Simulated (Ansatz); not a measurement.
**Quadrupolar parameters in Zr₃N₄ under strain**

The cell is a structure deposited in the COD, relaxed with PBE at fixed cell and then changed (z stretched by 1 %, ions relaxed).

```
CELL_PARAMETERS angstrom
-3.37000 3.37000 3.40370
3.37000 -3.37000 3.40370
3.37000 3.37000 -3.40370
ATOMIC_POSITIONS crystal
Zr 0.25000 0.62621 0.37621
Zr 0.37379 0.25000 0.62379
Zr 0.75000 0.87379 0.12379
Zr 0.12621 0.75000 0.87621
Zr 0.62500 0.37500 0.25000
Zr 0.87500 0.12500 0.75000
N 0.13619 0.13677 0.13679
N 0.86323 0.50002 0.99942
N 0.49998 0.99940 0.36321
N 0.00060 0.86381 0.50058
N 0.36381 0.50060 0.00058
N 0.63677 0.63619 0.63679
N 0.00002 0.36323 0.49942
N 0.49940 0.99998 0.86321
```

Atoms are numbered from 1 in the order listed; like atoms form one site, named after its first atom.

Method: Kohn–Sham DFT in Ansatz, PBE, plane waves and PAW, scalar-relativistic, 420 eV cutoff, Γ-centred 6×6×6 k-points, Fermi–Dirac smearing 0.02 eV.

Conventions: |V_zz| ≥ |V_yy| ≥ |V_xx|, η = (V_xx − V_yy)/V_zz, C_Q = eQV_zz/h. Directions are in the Cartesian axes of the cell vectors above, for the atom listed; none is given where the gradient is under 0.02 or η is above 0.95.

**Question.** Which values are expected at the nuclei?

**Answer.** 

```csv
site,first atom,first shell,V_zz (10²¹ V/m²),η,"direction of V_zz (x, y, z)"
Zr1,1,8 N at 2.23–2.46 Å,9.68,0.16,1.00 0.00 0.00
Zr5,5,8 N at 2.23–2.47 Å,11.19,0.00,0.00 0.00 1.00
N,7,6 Zr at 2.23–2.47 Å,0.63,0.23,0.53 0.47 0.71
```

An axis of threefold or higher order runs through Zr5, so V_zz lies along it and η is zero.

Without spin–orbit coupling (the program notes it for Zr) the gradients can shift somewhat, as the gap is small. With a gap of 0.7 eV on this mesh, small gradients can still move by 0.1 × 10²¹ V/m² or more as the k-mesh gets denser.
